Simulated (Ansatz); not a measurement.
Crystal: Al2O3.

```xyz
5
Lattice="3.0175 0.0000 0.0000 -1.5087 2.6132 0.0000 0.0000 0.0000 7.5746" Properties=species:S:1:pos:R:3 pbc="T T T"
Al    0.0000    0.0000    5.4693
Al    0.0000    0.0000    2.1054
O     0.0000    0.0000    3.7873
O     1.5087    0.8711    6.0638
O     0.0000    1.7421    1.5108
```

Measurements of this composition are mostly on another form, of space group No. 167.

Base run:

```yaml
Program: Ansatz 0.2.0
Functional: revPBE
Potentials_or_basis: Ansatz PAW
Cutoff: "420 eV (not typed: the program's choice for these potentials)"
k_mesh: 7 × 7 × 3
Occupations: fermi-dirac, width 0.05 eV
Spin: no spin polarisation
```

Its results: band gap on the k mesh 2.40 eV, direct; pressure 2.2 GPa; largest force 0.112 eV/Å.

Problem. After a change of settings the same cell gave: band gap on the k mesh 2.20 eV, direct; pressure -8.3 GPa; largest force 0.459 eV/Å. Which change was it?
A. functional from revPBE to r2SCAN; cutoff from 420 eV (not typed: the program's choice for these potentials) to 500 eV (not typed: the program's choice for these potentials)
B. functional from revPBE to LDA
C. functional from revPBE to PBEsol
D. functional from revPBE to BLYP

Solution. B.

LDA binds more tightly than revPBE, so the same cell stands under less pressure.

Caveats: the PAW data sets come from PBE, with cores solved anew for the run's functional, which leaves a small shift of forces and pressure.

Runs at the PBE level aren't shown here.
